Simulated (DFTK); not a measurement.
Runs of DFTK 0.8.2 on SnTe. Symmetry: Fm-3m, No. 225, cubic system. The conventional cell has a = 6.302 Å, b = 6.302 Å, c = 6.302 Å, α = 90.00°, β = 90.00°, γ = 90.00°. Te (site symmetry m-3m) has 6 Sn at 3.15 Å as nearest neighbours. Sn (site symmetry m-3m) is surrounded by 6 Te at 3.15 Å. 

```csv
task,level,potentials or basis,k mesh,cutoff (eV),valence electrons,SCF solver,mesh quality,pressure (GPa),V0 of scaled cells (Å³/atom),B0 (GPa)
single point,PBE,dojo.nc.sr.pbe.v0_4_1.standard.upf (PBE),7 × 7 × 7,1088,"Sn 14, Te 16",-,not flagged,2.3,-,-
equation of state,PBE,dojo.nc.sr.pbe.v0_4_1.standard.upf (PBE),7 × 7 × 7,1088,"Sn 14, Te 16",-,not flagged,-,(c),40
equation of state,LDA,"cp2k.nc.sr.lda.v0_1.largecore.gth (LDA, GTH)",7 × 7 × 7,544,"Sn 4, Te 6",-,not flagged,-,30.22,(a)
equation of state,PBEsol,SPMS 1.0 (PBE),4 × 4 × 4,816,"Sn 14, Te 16",-,coarse,-,30.64,(b)
band structure,TASK,"in-house norm-conserving set (r2SCAN, scalar relativistic)",4 × 4 × 4,1225,"Sn 14, Te 16",ScfAndersonSolver,coarse,6.6,-,-
```

Alike in all rows: no spin polarisation; cell as given; smearing fermi-dirac 0.05 eV.

**Question.** Fill in the values left out.

**Answer.** (a) 49; (b) 47; (c) 32.91.

Caveats: some runs use coarse meshes; the potentials were made for another functional, which shifts forces and pressure (some runs); GTH potentials come without recommended cutoffs, and this one wasn't checked for convergence (some runs).
